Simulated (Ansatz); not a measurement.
# TiB2: properties at the relaxed cell

One table from this session's results is given with a row withheld; the runs are named, their logs left out.

Computed with Ansatz 0.2.0 (DFT PBEsol, scalar-relativistic, plane waves, PAW, unless a step's input says otherwise).

1 further run of the same task is left out (set aside as unsound or not needed).

## The starting structure

The structure is hexagonal, space group P6/mmm (No. 191). The conventional cell has a = 3.017 Å, b = 3.017 Å, c = 3.186 Å, α = 90.00°, β = 90.00°, γ = 120.00°. Ti (site symmetry 6/mmm) has 12 B at 2.36 Å as nearest neighbours. B (site symmetry -6m2) has 3 B at 1.74 Å and 6 Ti at 2.36 Å as nearest neighbours.

Structure file:

```
Ti B
1.0
     3.01721    0.00000    0.00000
    -1.50860    2.61298    0.00000
     0.00000    0.00000    3.18580
Ti B
1 2
Direct
  0.00000 0.00000 0.00000
  0.33333 0.66667 0.50000
  0.66667 0.33333 0.50000
```

It is the result of an earlier relaxation at this level (volume 8.37 Å³/atom; gap on the mesh: none (metal)).

The first run:

File input.yaml:

```yaml
crystal:
  lattice:
    - [3.017206549, 0.0, 0.0]
    - [-1.5086032745, 2.6129775199, 0.0]
    - [0.0, 0.0, 3.1858007613]
  atoms:
    - { symbol: Ti, position: [0.0, 0.0, 0.0] }
    - { symbol: B, position: [0.3333333333, 0.6666666667, 0.5] }
    - { symbol: B, position: [0.6666666667, 0.3333333333, 0.5] }
basis:
  ecutwfc: 420
kpoints:
  mp_grid: { grid: [18, 18, 14] }
  band_path:
    path:
      - [[0.0, 0.0, 0.0], [0.5, 0.0, 0.0], [0.33333333, 0.33333333, 0.0], [0.0, 0.0, 0.0], [0.0, 0.0, 0.5], [0.5, 0.0, 0.5], [0.33333333, 0.33333333, 0.5], [0.0, 0.0, 0.5]]
      - [[0.5, 0.0, 0.5], [0.5, 0.0, 0.0]]
      - [[0.33333333, 0.33333333, 0.5], [0.33333333, 0.33333333, 0.0]]
    npoints: 14
hamiltonian:
  xc: pbesol
scf:
  occupations: { method: gaussian, width: 0.1 }
  n_extra_bands: 7
output:
  forces: true
  stress: true
  eigenvalues: true
  populations: true
  dos: { projected: true, de: 0.02, nscf_kmesh: { grid: [27, 27, 21] } }
  bader: true
  write_density: true
  write_potential: true
  elf: true
  volumetric_format: npy
```

Launch:

```
ansatz run input.yaml --threads 1 --pin off --max-ram 2560MiB --backend cpu --events-out ev --progress --plain --runs-dir out
```

Among the steps run: Static run: bands, density of states and charges; Back to the database's cell; Volume × 0.97; The cell scaled to 1.03 of its volume; Volume × 0.94; Point at V/V0 = 1.06; The cell scaled to 0.91 of its volume; Point at V/V0 = 1.10; The cell scaled to 0.88 of its volume.

One of the session's tables, all rows but one given; the rest of the session is left out.

It belongs to the step «Equation of state». 

```
volume (Å³/atom)  energy above the lowest point (meV/atom)  pressure (GPa)
           7.368                                     121.5           43.07
           7.619                                      64.7           29.78
           7.870                                         ?               ?
           8.121                                       6.4            8.47
           8.372                                       0.0           -0.03
           8.623                                       6.0           -7.37
           8.875                                      22.6          -13.72
           9.209                                      59.0          -20.85
```

**Question.** Estimate the row for volume (Å³/atom) = 7.870.

Worked estimate for «energy above the lowest point (meV/atom)». A straight line through the neighbours (7.619, 64.7) and (8.121, 6.4) gives 64.7 + (6.4 − 64.7) × (7.870 − 7.619) / (8.121 − 7.619) = 35.5; a parabola fitted to 4 rows on both sides gives 27.2.

The run gave: energy above the lowest point (meV/atom): 27.3; pressure (GPa): 18.33. In «energy above the lowest point (meV/atom)» the line misses by +8.2 and the parabola by -0.1.
